## Pulling a crystal apart at one plane

Imagine a block of Ta2N cut along a single (100) plane and the two halves moved apart, with every atom held fixed in its half. The opening is the distance added at the cut. The separation energy is the energy this costs for each square metre of cut, and the traction is its slope, the pull per area needed to open the gap further.

Ta2N (P-31m, a = 5.264, c = 4.913 Å, 18-atom cell) opened rigidly across one (100) plane per cell, atoms unrelaxed; separation energies are free energies per area of cut, both faces together. Ansatz 0.2.0, plane-wave PAW DFT, scalar-relativistic, PBEsol with PBE datasets, no spin polarisation, cutoff 420 eV, k mesh 8×8×5, Gaussian smearing of 0.15 eV.

```tsv
opening (Å)	separation energy (mJ/m²)	traction (GPa (slope of the separation energy))
0	0	0.08
0.5	1636	47.92
1	3871	38.02
2	6171	11.85
3	6893	4.19
```

### 1. Which opening costs the most energy, and which needs the hardest pull?

They are different rows. The separation energy rises at every step and is largest at 3 Å, while the largest traction in the table stands at 0.5 Å. At that point only 24 % of the energy reached at 3 Å has been spent. A hard pull over a short distance does little work, and most of the work is done later, against a weakening pull.

### 2. Why does the pull first grow and then fade?

In the undisturbed crystal, attraction and repulsion across the plane balance, so the traction is nearly zero. The attraction is expected to come mostly from electrons shared across the cut, between tantalum and nitrogen atoms and also between tantalum atoms, with some help from the opposite charges of tantalum and nitrogen. The repulsion comes from electron clouds pushed into each other, and it has the shorter reach. A small opening therefore removes repulsion faster than attraction, and a net pull back appears.

With further opening the attraction fades too, because the orbitals on the two faces overlap less and less. The pull must then pass through a maximum and die away. This is standard bonding theory; the table shows the rise and fall but does not separate the two forces.

A stretched diatomic molecule behaves in the same way: its restoring force is greatest part of the way out, not when the atoms are far apart. The likeness holds for the shape of the curve only. In the crystal many bonds of different lengths and directions open together, and the result is counted per area.

### 3. Can the energies alone predict the pull?

The simplest law with these features lets the traction $T$ grow in proportion to the opening $d$, as for a spring, and multiplies it by a fading overlap $e^{-d/l}$, where $l$ is a length. Adding up the work gives the separation energy

$$E = G\left[1-\left(1+\frac{d}{l}\right)e^{-d/l}\right],\qquad T=\frac{G\,d}{l^2}\,e^{-d/l}.$$

Here $G$ is the energy of complete separation. This is the universal binding-energy relation.

Fitted to the energies of the four opened rows, it gives $G$ = 7061 mJ/m² and $l$ = 0.5475 Å. At 0.5 Å, a row whose energy was in the fit but whose traction was not,

$$T=\frac{7061\times0.5}{0.5475^2}\,e^{-0.5/0.5475}\approx 4725\ \text{mJ/m}^2\ \text{per Å}\approx 47\ \text{GPa},$$

since 1 mJ/m² per Å is 0.01 GPa. The table has 47.92 GPa.

The law does worst at 3 Å, where its traction is 30 % below the table's: the computed tail fades more slowly. A Morse curve, built from an attraction and a repulsion that fades twice as fast, fits the energies about equally well and is also too weak at 3 Å. The numbers thus support a pull that rises and then fades, but they do not choose between the two formulas. The printed output after this text gives both fits row by row.

### 4. What would change if the bonding reached farther?

In the universal relation the traction peaks at $d=l$, with the height $G/(e\,l)$, where $e$ is 2.718. If two crystals cost the same energy to separate, the one with the longer reach spreads that work over a wider gap. Its greatest pull is then lower and comes later. A large separation energy therefore does not by itself mean a large peak traction.

### 5. Is 47.92 GPa the strength of the material?

It is the highest of five sampled tractions, and the true maximum of this curve may lie between the rows. Over the first half ångström the mean traction, taken from the energies, is 32.7 GPa, whereas a straight rise would give only 24. The pull thus climbs steeply at first and then levels off. Both fitted curves place their peak slightly beyond 0.5 Å at about 47 GPa. That is a little below the sampled 47.92 GPa, so the curves slightly underrate the maximum, and only a finer set of openings could fix its height.

Even a well-resolved peak would describe a perfect crystal that parts everywhere at once. In a real piece, stress gathers at the tip of a flaw and bonds break a few at a time, so fracture begins at a much lower average load. The peak traction is thus an upper scale for this manner of opening, not a design stress.

### 6. Are the halves fully separated at 3 Å?

No, because a traction of 4.19 GPa remains. If the pull keeps falling at the rate seen between 2 and 3 Å, about 400 mJ/m² is still to be paid. The same exponential decay reproduces the energy gained between those two rows to 2 %, which makes the estimate reasonable but does not test it farther out.

This tail leads to a limit of about 7.3 J/m², while the two fitted curves give 7.1 and 7.2 J/m². As both curves pull too weakly at 3 Å, their limits are probably somewhat low. A row at a larger opening would settle the PBEsol limit better than another formula. The functional leaves out the long-range dispersion attraction, so the tail of a real crystal is expected to fade more slowly still.

### 7. What would change if the atoms could move?

The energies of all opened rows would fall. Forces of up to 2.3 eV/Å act on atoms in these rows, so the rigid halves are far from rest. At small openings the planes behind the cut could take up part of the stretch, and at large ones the new surfaces could rearrange. The size of this gain was not computed, so the table gives the cost of a rigid cut and not that of a relaxed surface.

The energy also pays for two faces, which the symmetry of the opened cell does not make equal. Half the value at 3 Å, about 3.4 J/m², is only their average. The cut was made at one height in the cell, and another height along the same direction might be cheaper. The cut also repeats in every cell, so the parts are thin slabs and not thick halves; thicker slabs were not tried.

### 8. Which digits can be trusted?

The printed digits describe this calculation more finely than they describe Ta2N. Removing the effect of the smearing shifts the energies by at most 24 mJ/m², a tenth of the spread between the three estimates of full separation. The missing relaxation may matter more, and the effect of using PBEsol with atomic datasets made for PBE was not tested here, nor was that of a higher cutoff or a finer k mesh. At most two figures are worth quoting for the energy at 3 Å, 6.9 J/m², and then as the PBEsol cost of a rigid and still incomplete separation.

Printed output of the fit:

```
Steps and shares:
  row  mean slope from row before (GPa)  mean of end tractions (GPa)  share of 3 A energy (%)  zero-smearing change (mJ/m2)
  0.0                               n/a                          n/a                        0                             0
  0.5                             32.72                           24                    23.73                         2.382
  1.0                              44.7                        42.97                    56.16                         11.29
  2.0                                23                        24.94                    89.53                         23.74
  3.0                              7.22                         8.02                      100                         22.55
fit of separation_energy on 4 rows (opening > 0): coefficient of (1 - (1 + opening/s)*exp(-opening/s)) 7061 +/- 25, s 0.5475; rms 25.3, worst 2.0 38.4, leave-one-out rms 61.9
  rows outside the fit (model, value, miss): 0.0 0, 0, 0
fit of separation_energy on 4 rows (opening > 0): coefficient of (1 - exp(-opening/s))**2 7172 +/- 22, s 0.76; rms 22.1, worst 1.0 -30.9, leave-one-out rms 44.5
  rows outside the fit (model, value, miss): 0.0 0, 0, 0
Tractions predicted from energies alone:
  row  universal form (GPa)  its miss (GPa)  Morse (GPa)  Morse miss (GPa)
  0.0                     0           -0.08            0             -0.08
  0.5                 47.25         -0.6658        47.12           -0.7974
  1.0                 37.92         -0.1012        37.05            -0.972
  2.0                 12.21          0.3582         12.6            0.7547
  3.0                 2.948          -1.242        3.573           -0.6168
Peak traction of universal form, at opening equal to its length (GPa): 47.44
Peak traction of Morse form (GPa): 47.18
Opening at Morse peak (A): 0.5268
Decay length of traction from 2 to 3 A (A): 0.9619
Energy gained from 2 to 3 A in table (mJ/m2): 722
Same energy from exponential tail (mJ/m2): 736.8
Energy left beyond 3 A if that tail continues (mJ/m2): 403
Separation limit from that tail (mJ/m2): 7296
Average energy per face at 3 A (mJ/m2): 3446
```
